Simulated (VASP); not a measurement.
# SnO2 (Cassiterite) (P4_2/mnm) in VASP: a series of runs

The runs below take SnO2 (Cassiterite) through band structure, with PBE, HSE06, PBE0.

All numbers are computed with VASP 6.6.1; they aren't measurements. Logs are shortened: lines on timing, memory, paths and dates and some standing lists are left out, and cuts for length are marked.

## Step 1: The crystal as given

Symmetry: P4_2/mnm, No. 136, tetragonal system. Conventional cell: a = 4.771 Å, b = 4.771 Å, c = 3.217 Å, α = 90.00°, β = 90.00°, γ = 90.00°. Around Sn (site symmetry mmm) lie 6 O at 2.07 Å. O (site symmetry m2m) is surrounded by 3 Sn at 2.07 Å.

## Step 2: Band structure, PBE

The input, INCAR:

```
SYSTEM = SnO2
PREC = Accurate
ENCUT = 520
EDIFF = 1E-6
ISMEAR = 0
SIGMA = 0.03
LREAL = .FALSE.
LASPH = .TRUE.
NELM = 80
ALGO = Normal
ISIF = 2
LWAVE = .FALSE.
LCHARG = .FALSE.
GGA = PE
NBANDS = 35
KPAR = 4
```

The input, KPOINTS:

```
regular mesh
0
G
  4 4 6
  0 0 0
```

The input, POSCAR:

```
SnO2                                    
1.0
    4.7714001635      0.0000000000      0.0000000000
   -0.0000000000      4.7714001635      0.0000000000
    0.0000000000      0.0000000000      3.2165924138
  Sn              O             
     2     4
Direct
     1.0000000000000000    0.0000000000000000    0.0000000000000000
     0.5000000000000000    0.5000000000000000    0.5000000000000000
     0.3062614065705972    0.3062614065705972    0.0000000000000000
     0.1937385934294028    0.8062614065705972    0.5000000000000000
     0.6937385934294028    0.6937385934294028    0.0000000000000000
     0.8062614065705972    0.1937385934294028    0.5000000000000000
```

The input, KPOINTS_OPT:

```
explicit points
6
Reciprocal
 0.0000000000  0.0000000000  0.0000000000 1
 0.5000000000  0.5000000000  0.5000000000 1
 0.5000000000  0.5000000000  0.0000000000 1
 0.0000000000  0.5000000000  0.5000000000 1
 0.0000000000  0.5000000000  0.0000000000 1
 0.0000000000  0.0000000000  0.5000000000 1
```

Potentials or basis: VASP PAW PBE potentials, release 64 (Sn_d, O).

Started as:

```console
$ cat potpaw_PBE.64/Sn_d/POTCAR potpaw_PBE.64/O/POTCAR > POTCAR
$ mpirun -np 4 vasp_std > vasp.out
```

OUTCAR:

```text
SYSTEM = SnO2
   PREC = Accurate
   ENCUT = 520
   EDIFF = 1E-6
   ISMEAR = 0
   LREAL = .FALSE.
   LASPH = .TRUE.
   NELM = 80
   ISIF = 2
   GGA = PE

 ion  position               nearest neighbor table
   1  0.000  0.000  0.000-   3 2.07   5 2.07   4 2.07   6 2.07   4 2.07   6 2.07   2 3.74   2 3.74
                             2 3.74   2 3.74   2 3.74   2 3.74   2 3.74   2 3.74
   2  0.500  0.500  0.500-   4 2.07   6 2.07   5 2.07   3 2.07   3 2.07   5 2.07   1 3.74   1 3.74
                             1 3.74   1 3.74   1 3.74   1 3.74   1 3.74   1 3.74
   3  0.306  0.306  0.000-   1 2.07   2 2.07   2 2.07
   4  0.194  0.806  0.500-   2 2.07   1 2.07   1 2.07
   5  0.694  0.694  0.000-   1 2.07   2 2.07   2 2.07
   6  0.806  0.194  0.500-   2 2.07   1 2.07   1 2.07

  LATTYP: Found a simple tetragonal cell.
 ALAT       =     4.7714001635
 C/A-ratio  =     0.6741401483

  Lattice vectors:

 A1 = (   4.7714001635,   0.0000000000,   0.0000000000)
 A2 = (   0.0000000000,   4.7714001635,   0.0000000000)
 A3 = (   0.0000000000,   0.0000000000,   3.2165924138)

Analysis of symmetry for initial positions (statically):
=====================================================================
 Subroutine PRICEL returns:
 Original cell was already a primitive cell.

 Routine SETGRP: Setting up the symmetry group for a
 simple tetragonal supercell.

 Subroutine GETGRP returns: Found 16 space group operations
 (whereof  8 operations were pure point group operations)
 out of a pool of 16 trial point group operations.

The static configuration has the point symmetry D_2h.
 The point group associated with its full space group is D_4h.

Analysis of symmetry for dynamics (positions and initial velocities):
=====================================================================
 Subroutine PRICEL returns:
 Original cell was already a primitive cell.

 Routine SETGRP: Setting up the symmetry group for a
 simple tetragonal supercell.

 Subroutine GETGRP returns: Found 16 space group operations
 (whereof  8 operations were pure point group operations)
 out of a pool of 16 trial point group operations.

The dynamic configuration has the point symmetry D_2h.
 The point group associated with its full space group is D_4h.

 Subroutine INISYM returns: Found 16 space group operations
 (whereof  8 operations are pure point group operations),
 and found     1 'primitive' translations

----------------------------------------------------------------------------------------

                                     Primitive cell

  volume of cell :      73.2298

  direct lattice vectors                    reciprocal lattice vectors
     4.771400164  0.000000000  0.000000000     0.209582086  0.000000000  0.000000000
     0.000000000  4.771400164  0.000000000     0.000000000  0.209582086  0.000000000
     0.000000000  0.000000000  3.216592414     0.000000000  0.000000000  0.310888005

  length of vectors
     4.771400164  4.771400164  3.216592414     0.209582086  0.209582086  0.310888005

  position of ions in fractional coordinates (direct lattice)
     0.000000000  0.000000000  0.000000000
     0.500000000  0.500000000  0.500000000
     0.306261407  0.306261407  0.000000000
     0.193738593  0.806261407  0.500000000
     0.693738593  0.693738593  0.000000000
     0.806261407  0.193738593  0.500000000

  ion indices of the primitive-cell ions
   primitive index   ion index
                 1           1
                 2           2
                 3           3
                 4           4
                 5           5
                 6           6

----------------------------------------------------------------------------------------

 KPOINTS: regular mesh

Automatic generation of k-mesh.
 Grid dimensions read from file:
 generate k-points for:    4    4    6

 Generating k-lattice:

  Cartesian coordinates                     Fractional coordinates (reciprocal lattice)
     0.052395522  0.000000000  0.000000000     0.250000000  0.000000000  0.000000000
     0.000000000  0.052395522  0.000000000     0.000000000  0.250000000  0.000000000
     0.000000000  0.000000000  0.051814668     0.000000000  0.000000000  0.166666667

  Length of vectors
     0.052395522  0.052395522  0.051814668

  Shift w.r.t. Gamma in fractional coordinates (k-lattice)
     0.000000000  0.000000000  0.000000000

 Subroutine IBZKPT returns following result:
 ===========================================

 Found     24 irreducible k-points:

 Following reciprocal coordinates:
            Coordinates               Weight
  0.000000  0.000000  0.000000      1.000000
  0.250000  0.000000  0.000000      4.000000
  0.500000  0.000000  0.000000      2.000000
  0.250000  0.250000  0.000000      4.000000
  0.500000  0.250000  0.000000      4.000000
  0.500000  0.500000  0.000000      1.000000
[... 16 lines left out ...]
  0.500000  0.250000  0.500000      4.000000
  0.500000  0.500000  0.500000      1.000000
   k-points           NKPTS =     24   k-points in BZ     NKDIM =     24   number of bands    NBANDS=     35
   number of dos      NEDOS =    301   number of ions     NIONS =      6
   total plane-waves  NPLWV =  31104
   dimension x,y,z NGX =    36 NGY =   36 NGZ =   24
   dimension x,y,z NGXF=    72 NGYF=   72 NGZF=   48
   ions per type =               2   4
   NGX,Y,Z   is equivalent  to a cutoff of  12.54, 12.54, 12.40 a.u.
   NGXF,Y,Z  is equivalent  to a cutoff of  25.09, 25.09, 24.81 a.u.
 SYSTEM =  SnO2
   PREC   = accura    normal or accurate (medium, high low for compatibility)
   ISTART =      0    job   : 0-new  1-cont  2-samecut
   ICHARG =      2    charge: 1-file 2-atom 10-const
   ISPIN  =      1    spin polarized calculation?
   LNONCOLLINEAR =      F non collinear calculations
   LSORBIT =      F    spin-orbit coupling
   LASPH  =      T    aspherical Exc in radial PAW
   ENCUT  =  520.0 eV  38.22 Ry    6.18 a.u.   8.87  8.87  5.98*2*pi/ulx,y,z
   NELM   =     80;   NELMIN=  2; NELMDL= -5     # of ELM steps
   EDIFF  = 0.1E-05   stopping-criterion for ELM
   LREAL  =      F    real-space projection
   EDIFFG = 0.1E-04   stopping-criterion for IOM
   NSW    =      0    number of steps for IOM
   IBRION =     -1    ionic relax: 0-MD 1-quasi-New 2-CG
   NFREE  =      0    steps in history (QN), initial steepest desc. (CG)
   ISIF   =      2    stress and relaxation
   ISYM   =      2    0-nonsym 1-usesym 2-fastsym
   POTIM  = 0.5000    time-step for ionic-motion
   TEBEG  =    0.0;   TEEND  =   0.0 temperature during run
   PSTRESS=    0.0 pullay stress
   NELECT =      52.0000    total number of electrons
   NUPDOWN=      -1.0000    fix difference up-down
   EMIN   =  10.00;   EMAX   =-10.00  energy-range for DOS
   EFERMI =   0.00;   METHOD = LEGACY
   ISMEAR =     0;   SIGMA  =   0.03  broadening in eV -4-tet -1-fermi 0-gaus
   EFERMI_NEDOS =   21; number of points for ismear=-14 and -15
   IALGO  =     38    algorithm
   IMIX   =      4    mixing-type and parameters
     AMIX     =   0.40;   BMIX     =  1.00
     AMIX_MAG =   1.60;   BMIX_MAG =  1.00
  volume/ion in A,a.u.               =      12.20        82.36
  Fermi-wavevector in a.u.,A,eV,Ry     =   1.460540  2.760020 29.023625  2.133176
  Thomas-Fermi vector in A             =   2.576977
   LORBIT       =      0    0 simple, 1 ext, 2 COOP (PROOUT), +10 PAW based schemes
   GGA     = PE    functional components
   LHFCALC =     F    Hartree Fock is set to
   AEXX    =    0.0000 exact exchange contribution
   IVDW    =     0    specifies the selected vdW correction
   LEPSILON=     F    determine dielectric tensor
   LRPA    =     F    only Hartree local field effects (RPA)
 non-spin polarized calculation
 Gauss-broadening in eV      SIGMA  =   0.03
  energy-cutoff  :      520.00
  volume of cell :       73.23
 maximum number of plane-waves:      1996
 NGX is ok and might be reduce to    36
   NGX = 17   NGY = 17   NGZ = 11

 number of electron      52.0000008 magnetization

 Free energy of the ion-electron system (eV)
  ---------------------------------------------------
  ext. energy  EPLUGINS =         0.00000000
  ---------------------------------------------------
  free energy    TOTEN  =       -37.26108905 eV

  energy without entropy =      -37.26108905  energy(sigma->0) =      -37.26108905

 E-fermi :   6.0162     XC(G=0): -11.1360

 val. band max:        5.8756381680   @ k =   0.0000   0.0000   0.0000
 cond. band min:       6.8513662320   @ k =   0.0000   0.0000   0.0000
 fundamental gap:      0.9757280640
 Fermi energy:         6.0161738212

 k-point     1 :       0.0000    0.0000    0.0000
  band No.  band energies     occupation
      1     -15.1986      2.00000
      2     -14.4562      2.00000
      3     -14.2357      2.00000
      4     -14.2093      2.00000
      5     -14.2093      2.00000
      6     -14.1446      2.00000
[... 27 lines left out ...]
     34      17.7560      0.00000
     35      18.3712      0.00000

 k-point     2 :       0.2500    0.0000    0.0000
  band No.  band energies     occupation
      1     -15.1077      2.00000
      2     -14.5669      2.00000
      3     -14.2349      2.00000
      4     -14.2059      2.00000
      5     -14.2057      2.00000
      6     -14.2011      2.00000
[... 27 lines left out ...]
     34      17.8917      0.00000
     35      18.3252      0.00000

 k-point     3 :       0.5000    0.0000    0.0000
  band No.  band energies     occupation
      1     -14.8589      2.00000
      2     -14.8589      2.00000
      3     -14.2307      2.00000
      4     -14.2307      2.00000
      5     -14.2022      2.00000
      6     -14.2022      2.00000
[... 27 lines left out ...]
     34      18.2441      0.00000
     35      18.2458      0.00000
[... 723 lines left out ...]
 k-point    23 :       0.5000    0.2500    0.5000
  band No.  band energies     occupation
      1     -15.0586      2.00000
      2     -15.0586      2.00000
      3     -14.3594      2.00000
      4     -14.3594      2.00000
      5     -14.0844      2.00000
      6     -14.0844      2.00000
[... 27 lines left out ...]
     34      17.2315      0.00000
     35      18.5820      0.00000

 k-point    24 :       0.5000    0.5000    0.5000
  band No.  band energies     occupation
      1     -14.9589      2.00000
      2     -14.9589      2.00000
      3     -14.5199      2.00000
      4     -14.5199      2.00000
      5     -14.0802      2.00000
      6     -14.0802      2.00000
[... 27 lines left out ...]
     34      16.8025      0.00000
     35      18.9133      0.00000

------------------------ aborting loop because EDIFF is reached ----------------------------------------

  FORCE on cell =-STRESS in cart. coord.  units (eV):
  Direction    XX          YY          ZZ          XY          YZ          ZX
  --------------------------------------------------------------------------------------
  -------------------------------------------------------------------------------------
  Total        2.7241484      2.7241484      3.1281453     -0.0000000      0.0000000      0.0000000
  in kB       59.6010121     59.6010121     68.4399648     -0.0000000      0.0000000      0.0000000
  external PRESSURE =      62.5473297 kB  Pullay stress =       0.0000000 kB

 VOLUME and BASIS-vectors are now :
 -----------------------------------------------------------------------------
  energy-cutoff  :      520.00
  volume of cell :       73.23
      direct lattice vectors                 reciprocal lattice vectors
     4.771400164  0.000000000  0.000000000     0.209582086  0.000000000  0.000000000
     0.000000000  4.771400164  0.000000000     0.000000000  0.209582086  0.000000000
     0.000000000  0.000000000  3.216592414     0.000000000  0.000000000  0.310888005

 POSITION                                       TOTAL-FORCE (eV/Angst)
 -----------------------------------------------------------------------------------
      0.00000      0.00000      0.00000         0.000000     -0.000000      0.000000
      2.38570      2.38570      1.60830         0.000000     -0.000000      0.000000
      1.46130      1.46130      0.00000        -0.042796     -0.042796      0.000000
      0.92440      3.84700      1.60830         0.042796     -0.042796      0.000000
      3.31010      3.31010      0.00000         0.042796      0.042796      0.000000
      3.84700      0.92440      1.60830        -0.042796      0.042796      0.000000
 -----------------------------------------------------------------------------------
    total drift:                                0.000000      0.000000      0.000000

  FREE ENERGIE OF THE ION-ELECTRON SYSTEM (eV)
  ---------------------------------------------------
  free  energy   TOTEN  =       -37.2610890503 eV

  energy  without entropy=      -37.2610890503  energy(sigma->0) =      -37.26108905
```

Run time: 11 s. Hardware: 4 MPI ranks of Intel Xeon 6975P-C (Granite Rapids), shared host; peak memory 0.21 GiB.

Results:

* Free energy: -37.2611 eV
* Pressure: 6.3 GPa
* Largest force: 0.061 eV/Å
* Band gap on the k mesh: 0.98 eV, direct
* Band gap along the path: 0.98 eV, direct

Forces in eV/Å, atoms in the order of the input:
```
Sn   0.000  0.000  0.000
Sn   0.000  0.000  0.000
O   -0.043 -0.043  0.000
O    0.043 -0.043  0.000
O    0.043  0.043  0.000
O   -0.043  0.043  0.000
```

Caveat: spin-orbit coupling is left out, which moves the levels of the heavy elements.

[end of part 1 of 2]
